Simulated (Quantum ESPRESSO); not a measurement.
## C under changes of volume

One of the cells (9.153 Å³/atom); the others are scaled copies at fixed shape and fractional positions:

```xyz
2
Lattice="2.1273 -1.2283 0.0000 2.1273 1.2283 0.0000 -1.3791 0.0000 3.5028" Properties=species:S:1:pos:R:3 pbc="T T T"
C    -0.6699    0.0000    3.5025
C     3.5455    0.0000    0.0003
```

This is a stacking variant of graphite.

* Program: Quantum ESPRESSO 7.5
* Functional: r2SCAN
* Potentials or basis: SG15 PBE 1.2
* Cutoff: 1197 eV
* Density cutoff: 4789 eV
* k mesh: 9 × 9 × 6
* Occupations: fermi-dirac, width 0.05 eV
* Spin: no spin polarisation

```tsv
volume (Å³/atom)	energy over the lowest point (meV/atom)	pressure (GPa)	gap on the mesh (eV)
8.604	27.34	17.6	0.54
8.787	11.05	10.9	0.53
8.970	2.15	4.7	0.51
9.153	0.00	-0.9	0.49
9.336	4.00	-6.1	0.48
9.519	13.62	-10.8	0.46
9.702	?	?	?
```

Task: What does the run at 9.702 Å³/atom give?

Result: Energy over the lowest point 28.38 meV/atom; pressure -15.1 GPa; gap on the mesh 0.45 eV.

Worked out: A Birch-Murnaghan fit of order 3 (a polynomial in V^(-2/3)) to the other rows has its minimum at 9.12 Å³/atom with B0 = V·E''(V) = 272 GPa and B' = 3.6 at fixed shape and positions, which overstates the stiffness. It gives 28.37 meV/atom at 9.702 Å³/atom, against the run's 28.38, and -dE/dV = -15.0 GPa, against -15.1. A straight line through the other rows of the gap, of slope -0.805 eV per unit of ln V, extrapolates to 0.45 eV, against the run's 0.45.

Energies are extrapolated to zero smearing.

Caveats: the potentials were made for another functional, which shifts forces and pressure; an odd mesh through Γ misses points on the zone boundary, where band edges often lie.
